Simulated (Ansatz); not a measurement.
Crystal: Si.

```xyz
4
Lattice="3.8313 0.0000 0.0000 -1.9157 3.3180 0.0000 0.0000 0.0000 6.3326" Properties=species:S:1:pos:R:3 pbc="T T T"
Si    1.9157    1.1060    5.9336
Si    0.0000    2.2120    2.7673
Si    1.9157    1.1060    3.5653
Si    0.0000    2.2120    0.3990
```

This isn't the form of Si at room conditions, which is diamond.

| Item | Value |
| --- | --- |
| Program | Ansatz 0.2.0 |
| Task | relaxation of cell and atoms |
| Functional | RPBE |
| Dispersion | D3(BJ) |
| Potentials or basis | Ansatz PAW |
| Cutoff | 420 eV (not typed: the program's choice for these potentials) |
| k mesh | 8 × 8 × 4 |
| Occupations | fermi-dirac, width 0.05 eV |
| Spin | no spin polarisation |

At the start: volume 20.13 Å³/atom.

Problem. How do energy, volume and symmetry change on relaxing?

Solution. It ends after 7 steps and the volume is 18.55 Å³/atom (-7.8 %); space group P6_3/mmc (No. 194, to 0.05 Å).

Step by step:
```
step  energy change (eV)  largest force (eV/Å)  volume (Å³)
   1              0.0000                0.0205        80.50
   2             -0.1318                0.0020        76.02
   3             -0.1451                0.0015        73.83
   4             -0.1456                0.0022        74.21
   5             -0.1452                0.0022        74.21
   6             -0.1452                0.0005        74.19
   7             -0.1452                0.0005        74.19
```

Final structure:
```
Si
1.0
     3.72942    0.00000    0.00000
    -1.86471    3.22977    0.00000
     0.00000    0.00000    6.15902
Si
4
Direct
  0.66667 0.33333 0.93698
  0.33333 0.66667 0.43698
  0.66667 0.33333 0.56302
  0.33333 0.66667 0.06302
```

Caveat: the plane-wave basis is chosen anew once the cell has moved, so the energies of steps on either side of that aren't comparable; the PAW data sets come from PBE, with cores solved anew for the run's functional, which leaves a small shift of forces and pressure.
